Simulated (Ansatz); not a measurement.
# Ir in Au(111), 2x2: scattering by a point defect

Aim: the resistance that Ir in Au(111), 2x2 adds to the host.

Main program and level: Ansatz 0.2.0; Ansatz plane-wave DFT, PBE, PAW files; ballistic transport by layer matching (Landauer), zero bias; PAW set soft_1, in the first sound run; inputs show where later runs differ.

## 1. The structure

The cell holds 44 atoms: 43 Au and 1 Ir. Its edges and angles: a = 5.768 Å, b = 5.768 Å, c = 25.954 Å, α = 86.8°, β = 93.2°, γ = 120.0°. It derives from Au. Regions: lead, 24 atoms (24 Au); scattering region, 20 atoms (19 Au and 1 Ir). The structure is stacked along c, and the current runs across the ab planes.

## 2. Transmission at ideal sites

The defect sits in one plane of the supercell, all atoms on ideal sites; the layers about the cell's end are the lead. The mesh across the current, 12×12, is finer than the density's, because channels open and close sharply across the zone. Energies from -0.1 to 0.1 eV in steps of 0.05 eV are too few for the program's thermal sum, so it prints no conductance; for a metal the transmission near the Fermi level serves, at a fraction of the cost.

The input, input.yaml:

```yaml
crystal:
  lattice:
    - [5.7675164607, 0.0, 0.0]
    - [-2.8837582304, 4.9948157718, 0.0]
    - [-1.4418791152, 0.8324692953, 25.9003660885]
  atoms:
    - { symbol: Au, position: [0.0075757576, 0.9924242424, 0.0454545455] }
    - { symbol: Au, position: [0.0075757576, 0.4924242424, 0.0454545455] }
    - { symbol: Au, position: [0.5075757576, 0.9924242424, 0.0454545455] }
    - { symbol: Au, position: [0.5075757576, 0.4924242424, 0.0454545455] }
    - { symbol: Au, position: [0.1893939394, 0.3106060606, 0.1363636364] }
    - { symbol: Au, position: [0.1893939394, 0.8106060606, 0.1363636364] }
    - { symbol: Au, position: [0.6893939394, 0.3106060606, 0.1363636364] }
    - { symbol: Au, position: [0.6893939394, 0.8106060606, 0.1363636364] }
    - { symbol: Au, position: [0.3712121212, 0.1287878788, 0.2272727273] }
    - { symbol: Au, position: [0.3712121212, 0.6287878788, 0.2272727273] }
    - { symbol: Au, position: [0.8712121212, 0.1287878788, 0.2272727273] }
    - { symbol: Au, position: [0.8712121212, 0.6287878788, 0.2272727273] }
    - { symbol: Au, position: [0.053030303, 0.946969697, 0.3181818182] }
    - { symbol: Au, position: [0.053030303, 0.446969697, 0.3181818182] }
    - { symbol: Au, position: [0.553030303, 0.946969697, 0.3181818182] }
    - { symbol: Au, position: [0.553030303, 0.446969697, 0.3181818182] }
    - { symbol: Au, position: [0.2348484848, 0.2651515152, 0.4090909091] }
    - { symbol: Au, position: [0.2348484848, 0.7651515152, 0.4090909091] }
    - { symbol: Au, position: [0.7348484848, 0.2651515152, 0.4090909091] }
    - { symbol: Au, position: [0.7348484848, 0.7651515152, 0.4090909091] }
    - { symbol: Ir, position: [0.4166666667, 0.0833333333, 0.5] }
    - { symbol: Au, position: [0.4166666667, 0.5833333333, 0.5] }
    - { symbol: Au, position: [0.9166666667, 0.0833333333, 0.5] }
    - { symbol: Au, position: [0.9166666667, 0.5833333333, 0.5] }
    - { symbol: Au, position: [0.0984848485, 0.9015151515, 0.5909090909] }
    - { symbol: Au, position: [0.0984848485, 0.4015151515, 0.5909090909] }
    - { symbol: Au, position: [0.5984848485, 0.9015151515, 0.5909090909] }
    - { symbol: Au, position: [0.5984848485, 0.4015151515, 0.5909090909] }
    - { symbol: Au, position: [0.2803030303, 0.2196969697, 0.6818181818] }
    - { symbol: Au, position: [0.2803030303, 0.7196969697, 0.6818181818] }
    - { symbol: Au, position: [0.7803030303, 0.2196969697, 0.6818181818] }
    - { symbol: Au, position: [0.7803030303, 0.7196969697, 0.6818181818] }
    - { symbol: Au, position: [0.4621212121, 0.0378787879, 0.7727272727] }
    - { symbol: Au, position: [0.4621212121, 0.5378787879, 0.7727272727] }
    - { symbol: Au, position: [0.9621212121, 0.0378787879, 0.7727272727] }
    - { symbol: Au, position: [0.9621212121, 0.5378787879, 0.7727272727] }
    - { symbol: Au, position: [0.1439393939, 0.8560606061, 0.8636363636] }
    - { symbol: Au, position: [0.1439393939, 0.3560606061, 0.8636363636] }
    - { symbol: Au, position: [0.6439393939, 0.8560606061, 0.8636363636] }
    - { symbol: Au, position: [0.6439393939, 0.3560606061, 0.8636363636] }
    - { symbol: Au, position: [0.3257575758, 0.1742424242, 0.9545454545] }
    - { symbol: Au, position: [0.3257575758, 0.6742424242, 0.9545454545] }
    - { symbol: Au, position: [0.8257575758, 0.1742424242, 0.9545454545] }
    - { symbol: Au, position: [0.8257575758, 0.6742424242, 0.9545454545] }
kpoints:
  mp_grid: { grid: [5, 5, 1] }
hamiltonian:
  xc: pbe
  pseudopotentials: { kind: paw, azcp: { folder: soft_1 } }
scf:
  occupations: { method: fermi_dirac, width: 0.1 }
output:
  transmission: { leads: [[0, 4]], kmesh: [12, 12], e_range: [-0.1, 0.1], de: 0.05 }
  write_potential: true
  write_density: true
  volumetric_format: npy
  elf: true
```

Started as:

```bash
ansatz run input.yaml --threads 4 --pin off --max-ram 15360MiB --backend cpu --events-out ev --progress --plain --runs-dir out
```

Numbers of over 12 decimals in the logs are rounded to 6 here.

The log of the run:

```text
Engine: ansatz 0.2.0, aarch64-unknown-linux-gnu
Pseudopotentials: kind: paw
Pseudopotential: Au, paw, valence charge 19, recommended cutoff 420 eV (normal), soft_1/Au.paw.azcp
Pseudopotential: Ir, paw, valence charge 17, recommended cutoff 420 eV (normal), soft_1/Ir.paw.azcp
Functional definition: PBE
  parameter kappa = 0.804
  parameter beta = 0.066725
  exchange = pbe_x(kappa = kappa, mu = beta*pi^2/3)
  correlation = pbe_c(beta = beta)
Crystal: 44 atoms, lattice volume = 746.130 Å³
Basis set: ecut = 420 eV, 14649 PW (Γ)
Bands: 501, of which v1, the nominal top of the filled ones, is band 417 counted from 1 (416 counted from 0)
Symmetry: 4 space group operations
Space group: C2/m (ITA 12), of the structure as read, at distance tolerance 9.1e-5 Å
k-points: 9 of 25
Non-local potential: Au, projectors of the file, l = 0: 3, l = 1: 2, l = 2: 2, l = 3: 1
Non-local potential: Ir, projectors of the file, l = 0: 3, l = 1: 2, l = 2: 2, l = 3: 1
PAW form: soft (Blöchl's): semilocal exchange-correlation on the pseudo side does not see the compensation charge
PAW one-centre angular grid: Au, 590 points (default); XC on 64 Gauss nodes
PAW one-centre angular grid: Ir, 590 points (default); XC on 64 Gauss nodes
Initial density: superposition of atomic densities (chi_scale 0.1, normalization cell, long waves 61 % of neutral atoms (reshape's long-wave potential 1.61 eV rms, cloud 2.77 Å wide))
Initial wavefunctions: pseudopotential atomic-orbital guess
Functional: x = pbe(κ = 0.804, μ = 0.219515), c = pbe(β = 0.066725)
SCF iter   1: F=—  HF=-577463.682038 eV  |F-HF|=—  |Δ(HF+E_count)|=         —  Δρ=8.88e-2  dr2=4.39e2  ethr=3.10e-3  ⟨swp⟩=4.1  Hψ=13460  notcnv=0  defer=127
preconditioner: auto → Kerker (q_TF=auto, 2.779 Å⁻¹)  [metal: Δε(μ)=0.066 eV  Ē_g=10.089 eV  σ=0.100 eV  W_gap=0.16  n_scr=292 (ndim 8)  ℏωp=29.8 eV  f_vac=0.000  D(μ)=11.86/eV (n_scr^D=68)]
SCF iter   2: F=—  HF=-577442.323714 eV  |F-HF|=—  |Δ(HF+E_count)|=    2.14e1  Δρ=3.73e-2  dr2=1.86e2  ethr=3.10e-3  ⟨swp⟩=2.1  Hψ=7632  notcnv=0  defer=514
SCF iter   3: F=—  HF=-577439.228568 eV  |F-HF|=—  |Δ(HF+E_count)|=    3.10e0  Δρ=4.92e-2  dr2=4.41e1  ethr=3.10e-3  ⟨swp⟩=2.1  Hψ=6102  notcnv=0  defer=531
SCF iter   4: F=—  HF=-577437.142293 eV  |F-HF|=—  |Δ(HF+E_count)|=    2.09e0  Δρ=1.24e-2  dr2=3.53e1  ethr=3.10e-3  ⟨swp⟩=2.0  Hψ=7604  notcnv=0  defer=526
SCF iter   5: F=—  HF=-577437.192437 eV  |F-HF|=—  |Δ(HF+E_count)|=   5.01e-2  Δρ=1.42e-2  dr2=2.84e1  ethr=3.10e-3  ⟨swp⟩=1.0  Hψ=5193  notcnv=0  defer=527
SCF iter   6: F=—  HF=-577436.970291 eV  |F-HF|=—  |Δ(HF+E_count)|=   2.22e-1  Δρ=1.38e-2  dr2=1.55e1  ethr=3.10e-3  ⟨swp⟩=1.0  Hψ=3967  notcnv=0  defer=527
SCF iter   7: F=—  HF=-577436.596829 eV  |F-HF|=—  |Δ(HF+E_count)|=   3.73e-1  Δρ=7.74e-3  dr2=4.87e0  ethr=1.86e-3  ⟨swp⟩=1.0  Hψ=3967  notcnv=0  defer=528
SCF iter   8: F=—  HF=-577436.508413 eV  |F-HF|=—  |Δ(HF+E_count)|=   8.84e-2  Δρ=5.23e-3  dr2=2.33e0  ethr=5.84e-4  ⟨swp⟩=1.0  Hψ=5193  notcnv=0  defer=537
SCF iter   9: F=—  HF=-577436.445106 eV  |F-HF|=—  |Δ(HF+E_count)|=   6.33e-2  Δρ=1.20e-3  dr2=3.82e-2  ethr=2.79e-4  ⟨swp⟩=2.0  Hψ=4020  notcnv=0  defer=537
SCF iter  10: F=—  HF=-577436.444229 eV  |F-HF|=—  |Δ(HF+E_count)|=   8.77e-4  Δρ=4.90e-4  dr2=4.23e-3  ethr=4.58e-6  ⟨swp⟩=2.0  Hψ=7343  notcnv=0  defer=538
SCF iter  11: F=—  HF=-577436.444593 eV  |F-HF|=—  |Δ(HF+E_count)|=   3.64e-4  Δρ=5.76e-4  dr2=3.60e-2  ethr=5.07e-7  ⟨swp⟩=2.0  Hψ=7366  notcnv=0  defer=538  recentre
SCF iter  12: F=—  HF=-577436.443784 eV  |F-HF|=—  |Δ(HF+E_count)|=   8.09e-4  Δρ=1.38e-4  dr2=8.74e-4  ethr=5.07e-7  ⟨swp⟩=2.0  Hψ=4801  notcnv=0  defer=538
SCF iter  13: F=—  HF=-577436.443807 eV  |F-HF|=—  |Δ(HF+E_count)|=   2.25e-5  Δρ=1.18e-4  dr2=6.76e-4  ethr=1.05e-7  ⟨swp⟩=2.0  Hψ=4349  notcnv=0  defer=538
SCF iter  14: F=—  HF=-577436.443768 eV  |F-HF|=—  |Δ(HF+E_count)|=   3.90e-5  Δρ=5.00e-5  dr2=1.17e-4  ethr=8.11e-8  ⟨swp⟩=1.7  Hψ=3972  notcnv=0  defer=538
SCF iter  15: F=—  HF=-577436.443747 eV  |F-HF|=—  |Δ(HF+E_count)|=   2.06e-5  Δρ=3.81e-6  dr2=9.21e-7  ethr=1.40e-8  ⟨swp⟩=2.0  Hψ=4023  notcnv=0  defer=538
SCF iter  16: F=—  HF=-577436.444645 eV  |F-HF|=—  |Δ(HF+E_count)|=   8.98e-4  Δρ=1.44e-6  dr2=1.76e-7  ethr=1.10e-10  ⟨swp⟩=1.9  Hψ=4361  notcnv=0  defer=538
SCF iter  17: F=-577436.444645 eV  HF=-577436.444645 eV  |F-HF|=6.98e-9  |Δ(HF+E_count)|=   6.05e-9  Δρ=2.67e-7  dr2=7.37e-9  ethr=1.20e-11  ⟨swp⟩=10.4  Hψ=18049  notcnv=0
SCF 1 converged in 17 iterations: F = -577436.444645 eV  dr2 = 7.37e-9
  greatest PAW one-centre occupation: 1.000 electrons in one spin orbital (limit 2), on the Au atom at site 23 (counted from 0), in its partial waves of l = 0
transmission: 171 of 1677 steps passed
transmission: 339 of 1677 steps passed
[...]
transmission: 1677 of 1677 steps passed
SCF converged after 17 iterations
Free energy (F): -577436.444645 eV
Harris-Foulkes:  -577436.444645 eV  (|F-HF|=6.98e-9)
Internal energy: -577435.865447 eV  (E = F + TS)
E sigma→0 (E₀):  -577436.155046 eV
Entropy (-TS):   -0.579198 eV (-13.164 meV/atom)
Fermi energy:    20.664321 eV
--- Per-component energies (eV) ---
  E_band       = -9017.597563
  E_kinetic    = 25409.940081
  E_local      = -74157.593349  (includes V_loc(G=0)·N_el)
  E_nonlocal   = 4404.670031
  E_hartree    = 32075.414607
  E_xc         = -9497.979495
  E_vxc        = -11513.917791  (∫ρ·V_xc dr)
  E_paw        = -427723.263773  (= ΣΔE_a)
  E_vpaw       = -17311.601166  (= ΣTr[D̂ρ^β])
  E_aug_tail   = 0.073705  (compensation charges beyond the density's cutoff)
  E_ewald      = -127947.127255
  E_smearing   = -0.579198  (= −TS)
  E_closure    = -0.000000  (closes the sum)
  Σ components = -577436.444645   (vs F -577436.444645, Δ=0.00e0)
--- Band table (eV; the first three rows and the last of 9) ---
  k-point 0: bands = [... 413 lower, 20.7461, 20.7499, 21.1379, 21.2057, 21.4569, 21.4727, 21.5184, 21.5263, ... 80 higher]
  k-point 1: bands = [... 413 lower, 20.4340, 20.5205, 20.5755, 20.6440, 20.7090, 20.7659, 20.8676, 20.9486, ... 80 higher]
  k-point 2: bands = [... 413 lower, 20.4656, 20.4674, 20.4749, 20.5563, 20.6736, 20.7334, 20.9917, 21.1197, ... 80 higher]
  k-point 8: bands = [... 413 lower, 20.4469, 20.4494, 20.4768, 20.5531, 20.7199, 20.7502, 20.8716, 20.9021, ... 80 higher]
--- Transmission ---
  basis      : 253 plane waves across, 39 finite elements along
  points     : 43, standing for a mesh of 12 x 12
  energies   : 5 from -0.100000 to 0.100000 eV about the Fermi level, 0.050000 eV apart; the leads are filled to 0.000000 eV, and channels, transmission and decay are at 0.000000 eV
  crystal 0  : Au4, at the sites [0, 4], period 2.3546 Å, over 23.55 Å; its Hamiltonian steps by up to 7.2 meV
    offset         : up to 0.0000 Å between an atom of the period and one for which it stands
    channels       : 3.187500e0 a spin
    conductance    : none, the energies end too early or step too widely for 300 K: set another output.transmission.e_range or a lower de, or, where they end at an eighth of basis.ecutwfc, a higher one
  junction   : crystal 0 to crystal 0, 0.70 to 24.24 Å
    transmission   : 2.592941e0 a spin
    conductance    : none, the energies end too early or step too widely for 300 K: set another output.transmission.e_range or a lower de, or, where they end at an eighth of basis.ecutwfc, a higher one
```

Wall time 10 min (4 threads of Arm Neoverse V1, shared host); peak memory 6.5 GiB.

The column dr2 measures how far the density is from self-consistency, as an energy; F and HF (Harris–Foulkes) agree once it is small.

This step gave:

```
free energy                                    : -577436.4446 eV
energy at zero smearing                        : -577436.1550 eV
Fermi energy                                   : 20.66 eV
cell area                                      : 28.81 Å²
transmission per spin nearest the Fermi level  : 2.593
open channels per spin nearest the Fermi level : 3.188
step of the lead's potential                   : 7.2 meV
```

Per spin. The transmission, zone mean by energy, zero at the Fermi level:

| energy (eV) | transmission, zone mean |
| --- | --- |
| -0.1000 | 2.43 |
| -0.0500 | 2.51 |
| 0.0000 | 2.59 |
| 0.0500 | 2.63 |
| 0.1000 | 2.66 |

Per spin. Table of open channels, zone mean, lead by energy, zero at the Fermi level:

```csv
energy (eV),"open channels, zone mean, lead"
-0.1000,3.19
-0.0500,3.19
0.0000,3.19
0.0500,3.19
0.1000,3.15
```

Transmission over k1 and k2. At 0.0000 eV from the Fermi level.

Ten even steps from '_' (2.12) to '@' (3.40):
```
::%%::::::::%%::::....::
::::@@------@@::::..__..
..::--@@----@@--::......
::::----##__##----::::::
::::----__****__----::::
##%%@@@@##**++**##@@@@%%
::::::----__****__----::
::::::::----##__##----::
........::--@@----@@--::
::..__..::::@@------@@::
::::....::::%%::::::::%%
##::::..::::##::::..::::
```
Columns: k1 (b1) from -0.5 to 0.417; rows upwards: k2 (b2) from -0.5 to 0.417.

Open channels over k1 and k2. At 0.0000 eV from the Fermi level.

Ten even steps from '_' (3.00) to '@' (4.00):
```
__@@________@@__________
____@@______@@__________
______@@____@@__________
________@@__@@__________
________________________
@@@@@@@@@@______@@@@@@@@
________________________
____________@@__@@______
____________@@____@@____
____________@@______@@__
____________@@________@@
@@__________@@__________
```
Columns: k1 (b1) from -0.5 to 0.417; rows upwards: k2 (b2) from -0.5 to 0.417.

ELF in the ca plane at fractional y = 0.083, with atoms of Ir and Au within 0.2 Å of it. It is the smooth field of the valence electrons, not physical close to the nuclei.

Values, 8 rows by 16 columns, each cell a mean:
```
0.20 0.39 0.52 0.24 0.22 0.15 0.17 0.20 0.41 0.65 0.28 0.19 0.14 0.18 0.21 0.35
0.20 0.42 0.54 0.24 0.25 0.17 0.21 0.22 0.32 0.44 0.23 0.27 0.21 0.32 0.35 0.23
0.20 0.25 0.29 0.25 0.44 0.27 0.30 0.30 0.22 0.26 0.22 0.35 0.24 0.37 0.39 0.22
0.21 0.21 0.27 0.24 0.41 0.24 0.25 0.25 0.32 0.46 0.26 0.24 0.17 0.22 0.23 0.34
0.20 0.39 0.52 0.24 0.22 0.15 0.17 0.22 0.42 0.52 0.29 0.20 0.14 0.18 0.21 0.35
0.20 0.42 0.54 0.24 0.25 0.17 0.21 0.23 0.34 0.46 0.25 0.27 0.21 0.32 0.35 0.23
0.20 0.25 0.29 0.25 0.44 0.27 0.30 0.30 0.23 0.26 0.22 0.35 0.24 0.36 0.39 0.22
0.21 0.21 0.26 0.24 0.41 0.24 0.26 0.24 0.29 0.42 0.23 0.24 0.18 0.22 0.23 0.34
```
Columns run along c (16.0 Å, from fractional 0.15 to 0.76 of the cell), rows up along a (5.8 Å). Atoms in or near the plane, at fractional coordinates: Ir at (0.50, 0.42), Au at (0.50, 0.92).

Electrostatic potential energy in the ca plane at fractional y = 0.083, with atoms of Ir and Au within 0.2 Å of it. With pseudopotentials it is smooth inside the atoms' cores, unlike the true potential.

Ten even steps from '0' (-28 eV) to '9' (23 eV), each cell a mean:
```
99985213799989999999998300027999999999999961
99962001599999999999998300028999999999889984
99961001599999999999999521269998899987568998
99984114799877999988899876799987689974236999
99998668998434799866799999999976579974236999
89999999997323699866799988899987789986568996
89999889997435799888899742369998899999889972
99997446899778999999998400028999999999999961
99973002699999999999998200017999999999999972
99961001599999999999998300038999999998778986
99972002699988999998999742479998789985347999
99986446898656899877899988899986679973236999
99999889997323699865799999999986689985347998
89999999997324799877899976689988899998779984
99998768998656899988999621158999999999999961
```
Columns run along c (16.0 Å, from fractional 0.15 to 0.76 of the cell; values clipped at the 3rd and 97th percentile), rows up along a (5.8 Å). Atoms in or near the plane, at fractional coordinates: Ir at (0.50, 0.42), Au at (0.50, 0.92).

Valence density in the ca plane at fractional y = 0.083, with atoms of Ir and Au within 0.2 Å of it. It is the smooth field of the valence electrons, not physical close to the nuclei.

Values in units of 1e0 e/Å³, 8 rows by 16 columns, each cell a mean:
```
 0.2  2.4  5.6  0.4  0.3  0.1  0.2  0.2  3.2 10.0  0.7  0.2  0.1  0.2  0.3  1.7
 0.2  3.0  6.3  0.4  0.4  0.2  0.3  0.3  1.3  3.3  0.4  0.5  0.3  1.0  1.3  0.4
 0.3  0.5  0.8  0.4  2.4  0.6  0.7  0.7  0.2  0.4  0.3  1.0  0.4  1.5  1.7  0.3
 0.3  0.3  0.6  0.4  2.0  0.4  0.5  0.4  0.9  2.6  0.4  0.4  0.2  0.3  0.4  1.6
 0.2  2.4  5.6  0.4  0.3  0.2  0.2  0.2  2.8  7.5  0.6  0.2  0.1  0.2  0.3  1.7
 0.2  3.0  6.3  0.4  0.4  0.2  0.3  0.3  1.1  2.8  0.4  0.5  0.3  1.0  1.3  0.3
 0.3  0.5  0.8  0.4  2.4  0.6  0.7  0.7  0.3  0.4  0.3  1.0  0.4  1.5  1.7  0.3
 0.3  0.3  0.5  0.4  2.0  0.4  0.5  0.4  0.9  2.9  0.4  0.4  0.2  0.3  0.4  1.6
```
Columns run along c (16.0 Å, from fractional 0.15 to 0.76 of the cell), rows up along a (5.8 Å). Atoms in or near the plane, at fractional coordinates: Ir at (0.50, 0.42), Au at (0.50, 0.92).

Over the solved energies the transmission per spin lies between 2.43 and 2.66, out of 3.18 channels of the lead on average (up to 3.19).

## 3. Resistance at ideal sites

This step: Ansatz plane-wave DFT, PBE, PAW files; ballistic transport by layer matching (Landauer), zero bias; area resistance of the defect plane and resistivity an atomic per cent; PAW set soft_1 (Ansatz 0.2.0).

Numbers from this step:

| Property | Result |
| --- | --- |
| area resistance | 0.2755 fΩ m² |
| T over the leads' mean channel count | 0.8089 |
| resistivity per at.% scaled from this dense plane, with the factor 3/4 for isotropic scattering | 3.511 µΩ cm |

Averaged over the energies near the Fermi level, 80.9 % of the channels pass, which makes 0.276 fΩ m².

By hand, with T and the leads' channels N averaged over the energies near the Fermi level: RA = A (h/2e²)(1/T − 1/N) = 28.81×10⁻²⁰ m² × 12 906 Ω × (1/2.578 − 1/3.188) = 0.276 fΩ m². Per atomic per cent: RA × A / V_atom × 0.01 × 3/4 = 3.51 µΩ cm, with the host's V_atom = 16.96 Å³.

(Part 1 of 3 ends here.)

[Logs are printed without paths, hosts, clocks, repeated set-up lines and the standing remarks that a program may print on its own settings, such as how far it seeks lower states.]

[Hosts, paths, dates, database ids (printed as entryN), source tags and the programs' standing remarks are cut or masked in the printed files.]
